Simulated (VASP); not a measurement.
# Li8HS4 (a cell with a defect) in VASP: notebook

One crystal, Li8HS4 (a cell with a defect), is run at these levels: PBE; tasks: single point.

Everything below comes from runs of VASP 6.6.1. Logs are shortened: lines on timing, memory, paths and dates and some standing lists are left out, and cuts for length are marked.

### 1 The structure

The cell holds a defect, 13 atoms: a = 5.723 Å, b = 5.723 Å, c = 5.723 Å, α = 90.00°, β = 90.00°, γ = 90.00°.

### 2 Single point, PBE, collinear spin, typed start

File INCAR:

```
  PREC = Accurate
  ENCUT = 520
  EDIFF = 1E-6
  ISMEAR = -1
  SIGMA = 0.02
  LREAL = F
  LASPH = T
  NELM = 150
  ALGO = Normal
  ISIF = 2
  LWAVE = F
  LCHARG = T
  ISPIN = 2
  MAGMOM = 0 0 0 0 0 0 0 0 0 0 0 0 1
  LORBIT = 11
  GGA = PE
  LELF = T
  LVHAR = T
  NBANDS = 40
```

File KPOINTS:

```
regular mesh
0
Gamma
  2 2 2
```

File POSCAR:

```
Li8HS4
1.0
    5.7230000000      0.0000000000      0.0000000000
    0.0000000000      5.7230000000      0.0000000000
    0.0000000000      0.0000000000      5.7230000000
Li S H
8 4 1
Direct
    0.2423345495      0.2474627643      0.2475134298
    0.7374968025      0.7525676226      0.7526190673
    0.7375031824      0.7525620907      0.2477461935
    0.2423388546      0.2474558762      0.7528474693
    0.7375013698      0.2476930913      0.7526151236
    0.2423376142      0.7527948827      0.2475084718
    0.2423420588      0.7528016094      0.7528522603
    0.7375077768      0.2476988068      0.2477503242
   -0.0103686423      0.0001282298      0.0001796217
    0.4898714001      0.5001233664      0.0001840709
    0.4898713620      0.0001313949      0.5001728547
   -0.0099672777      0.5001306793      0.5001830490
    0.4901593494      0.0001042856      0.0001455640
```

Potentials or basis: VASP PAW PBE potentials, release 64 (Li_sv, S, H).

Started as:

```bash
> cat potpaw_PBE.64/Li_sv/POTCAR potpaw_PBE.64/S/POTCAR potpaw_PBE.64/H/POTCAR > POTCAR
> mpirun -np 1 vasp_std > vasp.out
```

OUTCAR:

```text
PREC = Accurate
   ENCUT = 520
   EDIFF = 1E-6
   ISMEAR = -1
   LREAL = F
   LASPH = T
   NELM = 150
   ISIF = 2
   ISPIN = 2
   LORBIT = 11
   GGA = PE

 ion  position               nearest neighbor table
   1  0.242  0.247  0.248-   9 2.47  10 2.47  11 2.47  12 2.50
   2  0.737  0.753  0.753-   9 2.47  10 2.47  11 2.47  12 2.50
   3  0.738  0.753  0.248-   9 2.47  11 2.47  10 2.47  12 2.50
   4  0.242  0.247  0.753-   9 2.47  11 2.47  10 2.47  12 2.50
   5  0.738  0.248  0.753-   9 2.47  10 2.47  11 2.47  12 2.50
   6  0.242  0.753  0.248-   9 2.47  10 2.47  11 2.47  12 2.50
   7  0.242  0.753  0.753-   9 2.47  11 2.47  10 2.47  12 2.50
   8  0.738  0.248  0.248-   9 2.47  11 2.47  10 2.47  12 2.50
   9  0.990  0.000  0.000-   2 2.47   5 2.47   3 2.47   8 2.47   7 2.47   4 2.47   6 2.47   1 2.47

  10  0.490  0.500  0.000-   1 2.47   6 2.47   4 2.47   7 2.47   8 2.47   5 2.47   3 2.47   2 2.47

  11  0.490  0.000  0.500-   1 2.47   4 2.47   6 2.47   7 2.47   8 2.47   3 2.47   5 2.47   2 2.47

  12  0.990  0.500  0.500-   8 2.50   3 2.50   5 2.50   2 2.50   1 2.50   6 2.50   4 2.50   7 2.50

  13  0.490  0.000  0.000-

  LATTYP: Found a simple cubic cell.
 ALAT       =     5.7230000000

  Lattice vectors:

 A1 = (   5.7230000000,   0.0000000000,   0.0000000000)
 A2 = (   0.0000000000,   5.7230000000,   0.0000000000)
 A3 = (   0.0000000000,   0.0000000000,   5.7230000000)

Analysis of symmetry for initial positions (statically):
=====================================================================
 Subroutine PRICEL returns:
 Original cell was already a primitive cell.

 Routine SETGRP: Setting up the symmetry group for a
 simple cubic supercell.

 Subroutine GETGRP returns: Found  1 space group operations
 (whereof  1 operations were pure point group operations)
 out of a pool of 48 trial point group operations.

The static configuration has the point symmetry C_1 .

Analysis of symmetry for dynamics (positions and initial velocities):
=====================================================================
 Subroutine PRICEL returns:
 Original cell was already a primitive cell.

 Routine SETGRP: Setting up the symmetry group for a
 simple cubic supercell.

 Subroutine GETGRP returns: Found  1 space group operations
 (whereof  1 operations were pure point group operations)
 out of a pool of 48 trial point group operations.

The dynamic configuration has the point symmetry C_1 .

Analysis of structural, dynamic, and magnetic symmetry:
=====================================================================
 Subroutine PRICEL returns:
 Original cell was already a primitive cell.

 Routine SETGRP: Setting up the symmetry group for a
 simple cubic supercell.

 Subroutine GETGRP returns: Found  1 space group operations
 (whereof  1 operations were pure point group operations)
 out of a pool of 48 trial point group operations.

The overall configuration has the point symmetry C_1 .

 Subroutine INISYM returns: Found  1 space group operations
 (whereof  1 operations are pure point group operations),
 and found     1 'primitive' translations

----------------------------------------------------------------------------------------

                                     Primitive cell

  volume of cell :     187.4439

  direct lattice vectors                    reciprocal lattice vectors
     5.723000000  0.000000000  0.000000000     0.174733531  0.000000000  0.000000000
     0.000000000  5.723000000  0.000000000     0.000000000  0.174733531  0.000000000
     0.000000000  0.000000000  5.723000000     0.000000000  0.000000000  0.174733531

  length of vectors
     5.723000000  5.723000000  5.723000000     0.174733531  0.174733531  0.174733531

  position of ions in fractional coordinates (direct lattice)
     0.242334550  0.247462764  0.247513430
     0.737496802  0.752567623  0.752619067
     0.737503182  0.752562091  0.247746193
     0.242338855  0.247455876  0.752847469
     0.737501370  0.247693091  0.752615124
     0.242337614  0.752794883  0.247508472
     0.242342059  0.752801609  0.752852260
     0.737507777  0.247698807  0.247750324
[... 75 lines left out ...]
   NELM   =    150;   NELMIN=  2; NELMDL= -5     # of ELM steps
   EDIFF  = 0.1E-05   stopping-criterion for ELM
   LREAL  =      F    real-space projection
   EDIFFG = 0.1E-04   stopping-criterion for IOM
   NSW    =      0    number of steps for IOM
   IBRION =     -1    ionic relax: 0-MD 1-quasi-New 2-CG
   NFREE  =      0    steps in history (QN), initial steepest desc. (CG)
   ISIF   =      2    stress and relaxation
   ISYM   =      2    0-nonsym 1-usesym 2-fastsym
   POTIM  = 0.5000    time-step for ionic-motion
   TEBEG  =    0.0;   TEEND  =   0.0 temperature during run
   PSTRESS=    0.0 pullay stress
   NELECT =      49.0000    total number of electrons
   NUPDOWN=      -1.0000    fix difference up-down
   EMIN   =  10.00;   EMAX   =-10.00  energy-range for DOS
   EFERMI =   0.00;   METHOD = LEGACY
   ISMEAR =    -1;   SIGMA  =   0.02  broadening in eV -4-tet -1-fermi 0-gaus
   EFERMI_NEDOS =   21; number of points for ismear=-14 and -15
   IALGO  =     38    algorithm
   IMIX   =      4    mixing-type and parameters
     AMIX     =   0.40;   BMIX     =  1.00
     AMIX_MAG =   1.60;   BMIX_MAG =  1.00
  volume/ion in A,a.u.               =      14.42        97.30
  Fermi-wavevector in a.u.,A,eV,Ry     =   1.046766  1.978102 14.908175  1.095720
  Thomas-Fermi vector in A             =   2.181618
   LORBIT       =     11    0 simple, 1 ext, 2 COOP (PROOUT), +10 PAW based schemes
   GGA     = PE    functional components
   LHFCALC =     F    Hartree Fock is set to
   AEXX    =    0.0000 exact exchange contribution
   IVDW    =     0    specifies the selected vdW correction
   LEPSILON=     F    determine dielectric tensor
   LRPA    =     F    only Hartree local field effects (RPA)
 spin polarized calculation
  energy-cutoff  :      520.00
  volume of cell :      187.44
 maximum number of plane-waves:      5056
 NGX is ok and might be reduce to    48
   NGX = 21   NGY = 21   NGZ = 21

 number of electron      48.9999991 magnetization       0.7498980

 Free energy of the ion-electron system (eV)
  ---------------------------------------------------
  ext. energy  EPLUGINS =         0.00000000
  ---------------------------------------------------
  free energy    TOTEN  =       -49.31490070 eV

  energy without entropy =      -49.31487476  energy(sigma->0) =      -49.31488773

 E-fermi :   2.5713     XC(G=0):  -8.6070

 val. band max:        2.3994444293   @ k =   0.0000   0.5000   0.5000
 cond. band min:       2.7426945682   @ k =   0.5000   0.0000   0.0000
 fundamental gap:      0.3432501390
 Fermi energy:         2.5713073353

 spin component 1

 k-point     1 :       0.0000    0.0000    0.0000
  band No.  band energies     occupation
      1     -42.7467      1.00000
      2     -42.7321      1.00000
      3     -42.7321      1.00000
      4     -42.7321      1.00000
      5     -42.7185      1.00000
      6     -42.7185      1.00000
[... 301 lines left out ...]
     35       7.9516      0.00000
     36       8.1206      0.00000
 Fermi energy:         2.5713073353

 spin component 2

 k-point     1 :       0.0000    0.0000    0.0000
  band No.  band energies     occupation
      1     -42.7477      1.00000
      2     -42.7331      1.00000
      3     -42.7331      1.00000
      4     -42.7331      1.00000
      5     -42.7195      1.00000
      6     -42.7195      1.00000
[... 301 lines left out ...]
     35       7.9700      0.00000
     36       8.1226      0.00000
 [bands above 36 left out]

------------------------ aborting loop because EDIFF is reached ----------------------------------------

  FORCE on cell =-STRESS in cart. coord.  units (eV):
  Direction    XX          YY          ZZ          XY          YZ          ZX
  --------------------------------------------------------------------------------------
  -------------------------------------------------------------------------------------
  Total       -0.1474860     -0.1492607     -0.1492497     -0.0000131     -0.0000035     -0.0000460
  in kB       -1.2606373     -1.2758063     -1.2757127     -0.0001116     -0.0000303     -0.0003928
  external PRESSURE =      -1.2707188 kB  Pullay stress =       0.0000000 kB

 VOLUME and BASIS-vectors are now :
 -----------------------------------------------------------------------------
  energy-cutoff  :      520.00
  volume of cell :      187.44
      direct lattice vectors                 reciprocal lattice vectors
     5.723000000  0.000000000  0.000000000     0.174733531  0.000000000  0.000000000
     0.000000000  5.723000000  0.000000000     0.000000000  0.174733531  0.000000000
     0.000000000  0.000000000  5.723000000     0.000000000  0.000000000  0.174733531

 POSITION                                       TOTAL-FORCE (eV/Angst)
 -----------------------------------------------------------------------------------
      1.38688      1.41623      1.41652         0.003255      0.002557      0.002576
      4.22069      4.30694      4.30724        -0.004074      0.000572      0.000589
      4.22073      4.30691      1.41785        -0.004196      0.000719     -0.000671
      1.38691      1.41619      4.30855         0.003275      0.002600     -0.002508
      4.22072      1.41755      4.30722        -0.004080     -0.000560      0.000621
      1.38690      4.30825      1.41649         0.003228     -0.002555      0.002642
      1.38692      4.30828      4.30857         0.003245     -0.002604     -0.002590
      4.22076      1.41758      1.41788        -0.004257     -0.000768     -0.000747
      5.66366      0.00073      0.00103         0.005764      0.000029      0.000053
      2.80353      2.86221      0.00105         0.000668      0.000053     -0.000082
      2.80353      0.00075      2.86249         0.000664     -0.000064      0.000075
      5.66596      2.86225      2.86255        -0.001683      0.000007      0.000016
      2.80518      0.00060      0.00083        -0.001810      0.000014      0.000025
 -----------------------------------------------------------------------------------
    total drift:                               -0.000192      0.000077      0.000008

  FREE ENERGIE OF THE ION-ELECTRON SYSTEM (eV)
  ---------------------------------------------------
  free  energy   TOTEN  =       -49.3149006959 eV

  energy  without entropy=      -49.3148747620  energy(sigma->0) =      -49.31488773

 total charge

# of ion       s       p       d       tot
------------------------------------------
    1        2.020   0.056   0.000   2.075
    2        2.020   0.056   0.000   2.075
    3        2.020   0.056   0.000   2.075
    4        2.020   0.056   0.000   2.075
    5        2.020   0.056   0.000   2.075
    6        2.020   0.056   0.000   2.075
    7        2.020   0.056   0.000   2.075
    8        2.020   0.056   0.000   2.075
    9        1.309   2.476   0.000   3.785
   10        1.309   2.475   0.000   3.785
   11        1.309   2.475   0.000   3.785
   12        1.302   2.478   0.000   3.780
   13        0.417   0.003   0.000   0.421
--------------------------------------------------
tot         21.803  10.352   0.000  32.156

 magnetization (x)

# of ion       s       p       d       tot
------------------------------------------
    1       -0.000  -0.000   0.000  -0.000
    2       -0.000  -0.000   0.000  -0.000
    3       -0.000  -0.000   0.000  -0.000
    4       -0.000  -0.000   0.000  -0.000
    5       -0.000  -0.000   0.000  -0.000
    6       -0.000  -0.000   0.000  -0.000
    7       -0.000  -0.000   0.000  -0.000
    8       -0.000  -0.000   0.000  -0.000
    9        0.004   0.064   0.000   0.068
   10        0.004   0.064   0.000   0.068
   11        0.004   0.064   0.000   0.068
   12       -0.000   0.000   0.000  -0.000
   13        0.209   0.000   0.000   0.210
--------------------------------------------------
tot          0.219   0.193   0.000   0.412
```

Run time: 3.4 min. Hardware: 1 thread of Intel Xeon Platinum 8559C (Emerald Rapids), shared host; peak memory 0.42 GiB.

What came out:

```
Free energy                                           : -49.3149 eV
Largest force                                         : 0.006 eV/Å
Band gap on the k mesh                                : none (metal or under the smearing width)
Net moment                                            : 0.75 μB per cell
Site moments                                          : Li -0.00; S +0.07, -0.00; H +0.21 μB
Valence electrons inside the program's atomic spheres : Li 2.08; S 3.79, 3.78; H 0.42
```

Forces in eV/Å, atoms in the order of the input:
```
Li   0.003  0.003  0.003
Li  -0.004  0.001  0.001
Li  -0.004  0.001 -0.001
Li   0.003  0.003 -0.003
Li  -0.004 -0.001  0.001
Li   0.003 -0.003  0.003
Li   0.003 -0.003 -0.003
Li  -0.004 -0.001 -0.001
S    0.006  0.000  0.000
S    0.001  0.000  0.000
S    0.001  0.000  0.000
S   -0.002  0.000  0.000
H   -0.002  0.000  0.000
```

Caveat: the k mesh is coarse (spacing up to 0.55 Å⁻¹), so the values aren't converged; the cutoff is under 1.25 times the usual one of these potentials, so pressure, stress and relaxed cells hold a basis-set (Pulay) error.

(Part 1 of 2 ends here.)
